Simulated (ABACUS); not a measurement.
Set up this calculation in ABACUS 3.10.1, as the native input.

| Quantity | Value |
| --- | --- |
| Task | single point |
| Functional | rSCAN |
| Potentials or basis | SG15 ONCV 1.2 PBE |
| Cutoff | 1170 eV |
| Density cutoff | 4680 eV |
| Basis | plane waves |
| k mesh | 8 × 8 × 8 |
| Occupations | fermi-dirac, width 0.05 eV |
| Spin | no spin polarisation |
| Radial cutoff of the potentials (pseudo_rcut) | 10 bohr |
| SCF threshold on the density | 1e-08 |
| Max SCF steps | 100 |
| Eigensolver | dav |
| Mixing | broyden |
| Mixing share | 0.7 |
| Symmetry key | 1 |
| Bands | 24 |

The system is W.

```
CELL_PARAMETERS angstrom
-1.58234 1.58234 1.58234
1.58234 -1.58234 1.58234
1.58234 1.58234 -1.58234
ATOMIC_POSITIONS crystal
W 0.00000 0.00000 0.00000
```

The input as run:

INPUT

```
INPUT_PARAMETERS
suffix              W
calculation         scf
basis_type          pw
pseudo_dir          ./
symmetry            1
dft_functional      MGGA_X_RSCAN+MGGA_C_RSCAN
ecutwfc             86
pseudo_rcut         10
nspin               1
nbands              24
ks_solver           dav
smearing_method     fd
smearing_sigma      0.00367493
scf_thr             1e-08
scf_nmax            100
mixing_type         broyden
mixing_beta         0.7
cal_force           1
cal_stress          1
mixing_tau          1
out_chg             1
kpar                4
```

STRU

```
ATOMIC_SPECIES
W 183.8400 W_ONCV_PBE-1.2.upf

LATTICE_CONSTANT
1.8897261246

LATTICE_VECTORS
-1.5823450000 1.5823450000 1.5823450000
1.5823450000 -1.5823450000 1.5823450000
1.5823450000 1.5823450000 -1.5823450000

ATOMIC_POSITIONS
Direct

W
0.0
1
0.0000000000 0.0000000000 0.0000000000 1 1 1
```

KPT

```
K_POINTS
0
Gamma
8 8 8 0 0 0
```

Potentials or basis: SG15 ONCV 1.2 PBE, plane waves.

The run is started by

```console
$ OMP_NUM_THREADS=1 mpirun -np 4 abacus > log
```

It gave:

```
Pressure               : -11.8 GPa
Band gap on the k mesh : none (metal or under the smearing width)
```

Caveat: the potentials were made for another functional, which shifts forces and pressure.

Run time: 9.2 s on 4 MPI ranks on AMD EPYC 9R45 96-Core Processor (Zen 5), on a shared host, peak memory 0.28 GiB a rank.
